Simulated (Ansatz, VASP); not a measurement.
**K in VASP and in Ansatz**

The input POSCAR:

```
K
1.0
   -2.6105770000      2.6105770000      2.6105770000
    2.6105770000     -2.6105770000      2.6105770000
    2.6105770000      2.6105770000     -2.6105770000
K
1
Direct
    0.0000000000      0.0000000000      0.0000000000
```

File INCAR.step1:

```
SYSTEM = K
PREC     = Accurate       ! precision mode
ENCUT    = 520            ! plane-wave cutoff, eV
ISMEAR   = -1             ! smearing method
SIGMA    = 0.1            ! smearing width, eV
LREAL    = .False.        ! projectors in reciprocal space
LASPH    = .True.         ! aspherical terms in the spheres
NELM     = 60             ! most SCF steps
NBANDS   = 10             ! bands
GGA      = PE             ! functional
ALGO     = Normal         ! electronic algorithm
EDIFF    = 1E-4           ! SCF threshold, eV
LWAVE    = .True.         ! write WAVECAR
LCHARG   = .False.        ! write CHGCAR
```

File INCAR.step2:

```
SYSTEM = K
PREC     = Accurate       ! precision mode
ENCUT    = 520            ! plane-wave cutoff, eV
EDIFF    = 1E-7           ! SCF threshold, eV
ISMEAR   = -1             ! smearing method
SIGMA    = 0.1            ! smearing width, eV
LREAL    = .False.        ! projectors in reciprocal space
LASPH    = .True.         ! aspherical terms in the spheres
NELM     = 60             ! most SCF steps
ALGO     = Normal         ! electronic algorithm
ISIF     = 2              ! what is computed and relaxed
LWAVE    = .False.        ! write WAVECAR
LCHARG   = .True.         ! write CHGCAR
METAGGA  = R2SCAN         ! meta-GGA
LMIXTAU  = .True.       
IVDW     = 12             ! dispersion correction
VDW_S6   = 1.0          
VDW_S8   = 0.78981345   
VDW_A1   = 0.49484001   
VDW_A2   = 5.73083694   
LELF     = .True.         ! ELF
LVHAR    = .True.       
NBANDS   = 10             ! bands
ISTART   = 1
```

KPOINTS

```
Automatic mesh
0
Gamma
  5 5 5
  0 0 0
```

Input for Ansatz:

```yaml
crystal:
  lattice:
    - [-2.610577, 2.610577, 2.610577]
    - [2.610577, -2.610577, 2.610577]
    - [2.610577, 2.610577, -2.610577]
  atoms:
    - { symbol: K, position: [0.0, 0.0, 0.0] }
  symmetry: { tolerance: 0.0003 }
kpoints:
  mp_grid: { grid: [5, 5, 5], shift: [0, 0, 0] }
magnetization:
  spin_polarized: false
scf:
  occupations: { method: fermi_dirac }
  mixing: { algorithm: msr1, beta: 0.1 }
hamiltonian:
  pseudopotentials: { kind: paw }
  xc: r2scan
  dispersion: d3bj
basis:
  ecutwfc: 500
output:
  forces: true
  stress: true
  eigenvalues: true
  write_density: true
  write_potential: true
  elf: true
  volumetric_format: npy
```

Alike in both runs: task single point; functional r2SCAN; dispersion D3(BJ); k mesh 5 × 5 × 5; no spin polarisation.

```csv
,VASP,Ansatz
version,VASP 6.6.1,Ansatz 0.2.0
potentials or method,"VASP PAW PBE potentials, release 64 (K_sv)",PAW plane waves
plane-wave cutoff (eV),520,500
occupations,"fermi-dirac, width 0.1 eV",fermi-dirac
valence electrons in the cell,9,9
```

VASP gave:

| Item | Value |
| --- | --- |
| gap on the k mesh at the Fermi level (eV) | none |
| pressure (GPa) | 0.1 |
| dispersion energy (meV/atom) | -53.9 |

Problem. What did Ansatz give for the same quantities?

Solution. gap on the k mesh at the Fermi level (eV): none; pressure (GPa): 0.2; dispersion energy (meV/atom): -53.9.

A gap of «none» marks a metal or a gap that the smearing closes. Ansatz warned: «dispersion_damping_borrowed».

Caveats: the PAW data sets were made with another functional, which shifts forces and pressure a little (VASP); pairwise dispersion overbinds metals, which lowers pressure and volume.
